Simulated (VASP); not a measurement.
Wanted: the native input for a VASP 6.6.1 run.

| Item | Value |
| --- | --- |
| Task | relaxation of cell and atoms |
| Functional | PBEsol0 |
| Potentials or basis | VASP PAW PBE potentials, release 64 (Si) |
| Cutoff | 600 eV |
| k mesh | 4 × 4 × 5 |
| Occupations | fermi-dirac, width 0.05 eV |
| Spin | no spin polarisation |
| Grid for exact exchange (PRECFOCK) | Normal |
| Exchange at q = 0 | truncated |
| Further INCAR settings | ALGO = Normal; EDIFF = 1e-06; IBRION = 2; EDIFFG = -0.01; NSW = 40; ISIF = 3 |

Crystal: Si.

```
CELL_PARAMETERS angstrom
4.12095 0.00000 0.00000
-2.06047 3.56885 0.00000
0.00000 0.00000 2.65479
ATOMIC_POSITIONS crystal
Si 0.33333 0.66667 0.50000
Si 0.66667 0.33333 0.50000
```

The cell was built by a generator and needn't be a form met in nature.

The input as run:

POSCAR

```
Si
1.0
    4.1209500000      0.0000000000      0.0000000000
   -2.0604700000      3.5688500000      0.0000000000
    0.0000000000      0.0000000000      2.6547900000
Si
2
Direct
    0.3333300000      0.6666700000      0.5000000000
    0.6666700000      0.3333300000      0.5000000000
```

INCAR.step1

```
PREC     = Accurate       # precision mode
ENCUT    = 600            # plane-wave cutoff, eV
EDIFF    = 1E-5           # SCF threshold, eV
ISMEAR   = -1             # smearing method
SIGMA    = 0.05           # smearing width, eV
LREAL    = False          # projectors in reciprocal space
LASPH    = True           # aspherical terms in the spheres
NELM     = 100            # most SCF steps
ALGO     = Normal         # electronic algorithm
LWAVE    = True           # write WAVECAR
LCHARG   = False          # write CHGCAR
GGA      = PE             # functional
```

INCAR.step2

```
PREC     = Accurate       # precision mode
ENCUT    = 600            # plane-wave cutoff, eV
EDIFF    = 1E-6           # SCF threshold, eV
ISMEAR   = -1             # smearing method
SIGMA    = 0.05           # smearing width, eV
LREAL    = False          # projectors in reciprocal space
LASPH    = True           # aspherical terms in the spheres
NELM     = 100            # most SCF steps
ALGO     = Normal         # electronic algorithm
ISIF     = 3              # what is computed and relaxed
LWAVE    = False          # write WAVECAR
LCHARG   = False          # write CHGCAR
GGA      = PS             # functional
LHFCALC  = True           # exact exchange
AEXX     = 0.25           # exact-exchange fraction
PRECFOCK = Normal       
HFRCUT   = -1           
IBRION   = 2              # ionic algorithm
NSW      = 40             # ionic steps
EDIFFG   = -0.01          # ionic threshold
ISTART   = 1
```

KPOINTS

```
Automatic mesh
0
Gamma
  4 4 5
```

Potentials or basis: VASP PAW PBE potentials, release 64 (Si).

Command:

```bash
$ cat potpaw_PBE.64/Si/POTCAR > POTCAR
$ cp INCAR.step1 INCAR
$ mpirun -np 1 vasp_std > vasp.out
$ cp INCAR.step2 INCAR
$ mpirun -np 1 vasp_std > vasp.out
```

It gave:

The relaxed volume is 18.48 Å³/atom, the relaxed cell is a = 4.107 Å, b = 4.107 Å, c = 2.530 Å, α = 90.00°, β = 90.00°, γ = 120.00° and the space group after relaxing (to 0.05 Å) is P6/mmm (No. 191). The energy gained by relaxing is 40.7 meV/atom. The ionic steps are 8 and the pressure after relaxing is 0.0 GPa. The band gap on the k mesh is none (metal or under the smearing width).

Caveat: the k mesh is coarse (spacing up to 0.47 Å⁻¹), so the values aren't converged, least of all with exact exchange; the PAW data sets were made with another functional, which shifts forces and pressure a little.

It took 17 min on 1 thread of Intel(R) Xeon(R) Platinum 8488C (Sapphire Rapids) (shared host), peak memory 0.18 GiB.
